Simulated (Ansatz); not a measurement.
Input for Ansatz (plane-wave DFT, PAW):

```yaml
crystal:
  lattice:
    - [0.0, 2.9887688204, 2.9887688204]
    - [2.9887688204, 0.0, 2.9887688204]
    - [2.9887688204, 2.9887688204, 0.0]
  atoms:
    - { symbol: Sn, position: [0.0, 0.0, 0.0] }
    - { symbol: Se, position: [0.5, 0.5, 0.5] }
basis:
  ecutwfc: 420
kpoints:
  mp_grid: { grid: [10, 10, 10] }
hamiltonian:
  xc: pbe
  dispersion: d3bj
scf:
  occupations: { method: gaussian, width: 0.02 }
output:
  forces: false
  stress: false
  eigenvalues: true
  eigenstates:
    kpoints:
      - [-0.054688, -0.054688, 0.492188]
      - [-0.054688, -0.045174453, 0.501701547]
      - [-0.054688, -0.064201547, 0.482674453]
      - [-0.045174453, -0.054688, 0.501701547]
      - [-0.064201547, -0.054688, 0.482674453]
      - [-0.045174453, -0.045174453, 0.492188]
      - [-0.064201547, -0.064201547, 0.492188]
      - [-0.047960907, -0.047960907, 0.505642187]
      - [-0.061415093, -0.061415093, 0.478733813]
      - [-0.047960907, -0.041233813, 0.498915093]
      - [-0.061415093, -0.068142187, 0.485460907]
      - [-0.041233813, -0.047960907, 0.498915093]
      - [-0.068142187, -0.061415093, 0.485460907]
      - [-0.043702703, -0.043702703, 0.503173297]
      - [-0.065673297, -0.065673297, 0.481202703]
      - [-0.0625, -0.052734, 0.486979]
      - [-0.0625, -0.043220453, 0.496492547]
      - [-0.0625, -0.062247547, 0.477465453]
      - [-0.052986453, -0.052734, 0.496492547]
      - [-0.072013547, -0.052734, 0.477465453]
      - [-0.052986453, -0.043220453, 0.486979]
      - [-0.072013547, -0.062247547, 0.486979]
      - [-0.055772907, -0.046006907, 0.500433187]
      - [-0.069227093, -0.059461093, 0.473524813]
      - [-0.055772907, -0.039279813, 0.493706093]
      - [-0.069227093, -0.066188187, 0.480251907]
      - [-0.049045813, -0.046006907, 0.493706093]
      - [-0.075954187, -0.059461093, 0.480251907]
      - [-0.051514703, -0.041748703, 0.497964297]
      - [-0.073485297, -0.063719297, 0.475993703]
    e_range: [-1.702861, 1.702861]
magnetization:
  noncollinear: true
  spin_orbit: true
checkpoint:
  read: start.run
  write: ck
  compress: false
  write_wavefunctions: false
  write_every: 100000
```

Launched with
```bash
ansatz run input.yaml --threads 1 --pin off --max-ram 2560MiB --backend cpu --events-out ev --progress --plain --runs-dir out
```

Level of theory: Ansatz, DFT PBE+D3(BJ), spin-orbit coupling, plane waves, PAW.

Abridged output (final results; tables in files aren't shown):

```
SCF 1 converged in 2 iterations: F = -11497.166002 eV  dr2 = 1.45e-9
SCF converged after 2 iterations
Magnetization: |M| = 0.0000 μB, M = (+0.0000, +0.0000, +0.0000) μB
Absolute magnetization: 0.0000 μB (∫|m|)
  site 0: m = (+0.0000, +0.0000, +0.0000) μB, |m| = 0.0000 μB  (R = 1.23 Å)
  site 1: m = (+0.0000, +0.0000, +0.0000) μB, |m| = 0.0000 μB  (R = 1.23 Å)
Free energy (F): -11497.166002 eV
Harris-Foulkes:  -11497.166002 eV  (|F-HF|=2.56e-9)
Internal energy: -11497.166002 eV  (E = F + TS)
E sigma→0 (E₀):  -11497.166002 eV
Fermi energy:    9.603015 eV
--- Per-component energies (eV) ---
  E_band       = -467.956881
  E_kinetic    = 303.996268
  E_local      = -3289.067100  (includes V_loc(G=0)·N_el)
  E_nonlocal   = -628.080454
  E_hartree    = 1735.605921
  E_xc         = -488.173460
  E_vxc        = -195.340095  (∫ρ·V_xc dr)
  E_paw        = -6046.584033  (= ΣΔE_a)
  E_vpaw       = -130.676740  (= ΣTr[D̂ρ^β])
  E_aug_tail   = -0.000629  (compensation charges beyond the density's cutoff)
  E_ewald      = -3084.140117
  E_disp       = -0.722398  (pairwise vdW)
  E_smearing   =  0.000000  (= −TS)
--- Band table (eV; the first three rows and the last of 47) ---
  k-point 0: bands = ["-38.8641", "-38.8641", "-38.8641", "-38.8641", "-37.9708", "-37.9708", "-37.9708", "-37.9708", "-37.9698", "-37.9698", "-12.8119", "-12.8119", "-12.8119", "-12.8119", "-11.7751", "-11.7751", "-11.7742", "-11.7742", "-11.7742", "-11.7742", "-4.6220", "-4.6220", "4.4016", "4.4016", "6.8390", "6.8390", "7.2810", "7.2810", "7.2810", "7.2810", "13.2436", "13.2436", "14.0452", "14.0452", "14.0452", "14.0452", "15.2255", "15.2255"]
  k-point 1: bands = ["-38.8641", "-38.8641", "-38.8641", "-38.8641", "-37.9708", "-37.9708", "-37.9708", "-37.9708", "-37.9698", "-37.9698", "-12.8120", "-12.8120", "-12.8113", "-12.8113", "-11.7750", "-11.7750", "-11.7741", "-11.7741", "-11.7736", "-11.7736", "-4.5489", "-4.5489", "3.9695", "3.9695", "6.9317", "6.9317", "7.2913", "7.2913", "7.5525", "7.5525", "12.7538", "12.7538", "13.3950", "13.3950", "13.4794", "13.4794", "15.2338", "15.2338"]
  k-point 2: bands = ["-38.8641", "-38.8641", "-38.8641", "-38.8641", "-37.9708", "-37.9708", "-37.9708", "-37.9708", "-37.9697", "-37.9697", "-12.8122", "-12.8122", "-12.8099", "-12.8099", "-11.7769", "-11.7769", "-11.7720", "-11.7720", "-11.7720", "-11.7720", "-4.3426", "-4.3426", "3.0890", "3.0890", "7.0207", "7.0207", "7.3268", "7.3268", "8.1502", "8.1502", "11.8282", "11.8282", "12.3345", "12.3345", "12.5001", "12.5001", "15.3410", "15.3410"]
  k-point 46: bands = ["-38.8640", "-38.8640", "-38.8640", "-38.8640", "-37.9708", "-37.9708", "-37.9708", "-37.9708", "-37.9697", "-37.9697", "-12.8117", "-12.8117", "-12.8083", "-12.8083", "-11.7838", "-11.7838", "-11.7720", "-11.7720", "-11.7623", "-11.7623", "-3.3225", "-3.3225", "2.4953", "2.4953", "4.2865", "4.2865", "4.8403", "4.8403", "8.1421", "8.1421", "11.3932", "11.3932", "13.7231", "13.7231", "14.6225", "14.6225", "15.9659", "15.9659"]
```

The calculation finished and met its thresholds.

Time: 25 s on 1 thread of Arm Neoverse V2, with other jobs on the host, peak memory 0.49 GiB.

The run starts from the saved density of an earlier one, so iterations and time are fewer than from atoms.